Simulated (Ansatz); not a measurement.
# V2O3: the cost of one run

Method: DFT, PBEsol, plane-wave PAW, default files, scalar-relativistic, in Ansatz 0.2.0.

### Step 1. The system as given

Symmetry: R-3c, No. 167, trigonal system. Conventional cell: a = 4.942 Å, b = 4.942 Å, c = 13.990 Å, α = 90.00°, β = 90.00°, γ = 120.00°. V (site symmetry 3) is surrounded by 6 O at 1.97 to 2.04 Å. O (site symmetry 2) is surrounded by 4 V at 1.97 to 2.04 Å.

Coordinates:

```
CELL_PARAMETERS angstrom
2.47091 1.42658 4.66343
-2.47091 1.42658 4.66343
0.00000 -2.85316 4.66343
ATOMIC_POSITIONS crystal
V 0.35000 0.35000 0.35000
V 0.15000 0.15000 0.15000
V 0.65000 0.65000 0.65000
V 0.85000 0.85000 0.85000
O 0.95000 0.25000 0.55000
O 0.55000 0.95000 0.25000
O 0.25000 0.55000 0.95000
O 0.05000 0.75000 0.45000
O 0.45000 0.05000 0.75000
O 0.75000 0.45000 0.05000
```

The earlier run gave: no gap over 0.1 eV on the mesh, largest force 0.929 eV/Å, pressure 8.1 GPa, net moment 8.00 μB.

Like atoms gathered into sites:

| site | atoms | first shell | V_zz (10²¹ V/m²) | η | C_Q (MHz) | m (μB) | B_c (T) |
| --- | --- | --- | --- | --- | --- | --- | --- |
| V | 1, 2, 3, 4 | 6 O at 1.97–2.04 Å | 2.15 | 0.00 | -2.70 (⁵¹V) | 1.51 | -10.7 |
| O | 5, 6, 7, 8, … | 4 V at 1.97–2.04 Å; also 2 V at 3.35 Å | -2.99 | 0.31 | 1.85 (¹⁷O) | -0.01 | -0.2 |

V_zz is the principal component of the electric field gradient with the largest magnitude, η = (V_xx − V_yy)/V_zz and C_Q = eQV_zz/h. Quadrupole moments are those of Pyykkö's year-2017 table.

B_c = (2μ₀/3) μB (ρ↑ − ρ↓) at the nucleus, 7.77 T per e/Å³, positive along the run's up direction; orbital and dipolar fields are not in it. One atom of each site is listed; partners with reversed moments have reversed fields.

### Step 2. Functional PBEsol at the relaxed positions

Input file input.yaml:

```yaml
crystal:
  lattice:
    - [2.4709073542, 1.4265790261, 4.6634305105]
    - [-2.4709073542, 1.4265790261, 4.6634305105]
    - [0.0, -2.8531580522, 4.6634305105]
  atoms:
    - { symbol: V, position: [0.3414049223, 0.3414049223, 0.3414049223], spin: 2.0 }
    - { symbol: V, position: [0.1585950777, 0.1585950777, 0.1585950777], spin: 2.0 }
    - { symbol: V, position: [0.6585950777, 0.6585950777, 0.6585950777], spin: 2.0 }
    - { symbol: V, position: [0.8414049223, 0.8414049223, 0.8414049223], spin: 2.0 }
    - { symbol: O, position: [0.9269047914, 0.25, 0.5730952086] }
    - { symbol: O, position: [0.5730952086, 0.9269047914, 0.25] }
    - { symbol: O, position: [0.25, 0.5730952086, 0.9269047914] }
    - { symbol: O, position: [0.0730952086, 0.75, 0.4269047914] }
    - { symbol: O, position: [0.4269047914, 0.0730952086, 0.75] }
    - { symbol: O, position: [0.75, 0.4269047914, 0.0730952086] }
magnetization:
  spin_polarized: true
kpoints:
  mp_grid: { grid: [9, 9, 9] }
scf:
  occupations: { method: fermi_dirac, width: 0.05 }
hamiltonian:
  xc: pbesol
  pseudopotentials: { kind: paw }
output:
  forces: true
  stress: true
  populations: true
  efg:
    quadrupole_moments_barn: { V: -0.052, O: -0.02558 }
    contact_densities: true
```

Run with:

```bash
$ ansatz run input.yaml --threads 4 --pin off --max-ram 8192MiB --backend cpu --events-out ev --progress --plain --runs-dir out
```

**Question.** How long does this run take on 4 threads of AMD EPYC 9R45 (Zen 5), shared host, and how much memory does it need?

About 8 s, with a peak of 1 GiB.
